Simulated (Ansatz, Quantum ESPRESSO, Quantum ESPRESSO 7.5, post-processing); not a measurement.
**Ballistic transmission: C6 chain between two Pb chains**

How well does the junction conduct in the ballistic limit? It is: C6 chain between two Pb chains.

Calculated with Quantum ESPRESSO 7.5; plane-wave DFT, LDA, GBRV ultrasoft pseudopotentials (cross-check by Ansatz 0.2.0 with PAW datasets).

**1. Set-up**

The cell holds 16 atoms: 10 Pb and 6 C. Cell: a = 7.500 Å, b = 7.500 Å, c = 36.610 Å, α = 90.0°, β = 90.0°, γ = 90.0°. Regions: left lead, 5 atoms (5 Pb); channel, 6 atoms (6 C); right lead, 5 atoms (5 Pb). Vacuum lies along a and b. The structure is stacked along c, and the current runs across the ab planes.

**2. Self-consistent run**

One periodic cell holds a stretch of lead, the junction and more lead; the atoms stay as built.

Contents of scf.in:

```
&control
  prefix = 'scf'
  outdir = './out'
  pseudo_dir = './pseudo'
  calculation = 'scf'
  tprnfor = .true.
/
&system
  ibrav = 0
  nat = 16
  ntyp = 2
  ecutwfc = 34
  ecutrho = 170
  occupations = 'smearing'
  smearing = 'mv'
  degauss = 0.01
/
&electrons
  conv_thr = 1e-07
  mixing_beta = 0.25
  electron_maxstep = 120
  mixing_mode = 'local-TF'
/
ATOMIC_SPECIES
  Pb  207.2000  pb_lda_v1.uspp.F.UPF
  C   12.0110  c_lda_v1.2.uspp.F.UPF
CELL_PARAMETERS angstrom
  7.50000000000000 0.00000000000000 0.00000000000000
  0.00000000000000 7.50000000000000 0.00000000000000
  0.00000000000000 0.00000000000000 36.61040000000000
ATOMIC_POSITIONS crystal
  Pb  0.500000000000 0.500000000000 0.000000000000
  Pb  0.500000000000 0.500000000000 0.079212464218
  Pb  0.500000000000 0.500000000000 0.158424928436
  Pb  0.500000000000 0.500000000000 0.237637392653
  Pb  0.500000000000 0.500000000000 0.316849856871
  C   0.500000000000 0.500000000000 0.373396630466
  C   0.500000000000 0.500000000000 0.406993641151
  C   0.500000000000 0.500000000000 0.443595262548
  C   0.500000000000 0.500000000000 0.477192273234
  C   0.500000000000 0.500000000000 0.513793894631
  C   0.500000000000 0.500000000000 0.547390905317
  Pb  0.500000000000 0.500000000000 0.603937678911
  Pb  0.500000000000 0.500000000000 0.683150143129
  Pb  0.500000000000 0.500000000000 0.762362607347
  Pb  0.500000000000 0.500000000000 0.841575071564
  Pb  0.500000000000 0.500000000000 0.920787535782
K_POINTS automatic
  1 1 3 0 0 0
```

Command:

```
> OMP_NUM_THREADS=1 mpirun -n 4 pw.x -nk 1 -in scf.in > scf.out
```

Planned after this: transmission with pwcond.x; transmission with pwcond.x, with epsproj = 0.001; cross-check with Ansatz; all levels side by side; by hand. Settings of the main run: cutoff 34 Ry, smearing, Marzari-Vanderbilt smearing, smearing width 0.01 Ry, SCF threshold 1.00e-7 Ry, gbrv-lda-1.5 potentials, 1×1×3 k-mesh, mpi ranks 4, pools 1, omp threads 1.

What does the calculation give for the conductance from T at the Fermi level, a cell (G₀ = 2e²/h)?

The junction conducts 1.21 G₀ a cell at the Fermi level (LDA, GBRV ultrasoft). At the Fermi level the junction passes 40 % of what the leads offer. At the Fermi level pwcond and Ansatz differ by 0.73 %, a close match.

```
conductance from T at the Fermi level, a cell (G₀ = 2e²/h) : 1.21 G₀
lead channels per spin                                     : 3.00
```

Ansatz finds a step of 72 meV across the lead's period inside the junction cell: the lead is too short to be bulk-like, which bears on both codes. Over -2 to 2 eV, T lies between 2.9e-6 and 1.5 per spin. The geometry is as built, not relaxed, and the leads are short. Spin-orbit coupling is left out; depending on the atoms that carry the levels of interest, it can split and shift them by tenths of an eV to an eV or more.

[Logs are printed without paths, hosts, clocks, repeated set-up lines and the standing remarks that a program may print on its own settings, such as how far it seeks lower states.]

[Hosts, paths, dates, database ids (printed as entryN), source tags and the programs' standing remarks are cut or masked in the printed files.]

[Maps of the electrostatic potential energy from Ansatz leave out the sawtooth potential of an applied field or a dipole correction, so their vacuum need not be flat; planar profiles and work functions include it.]
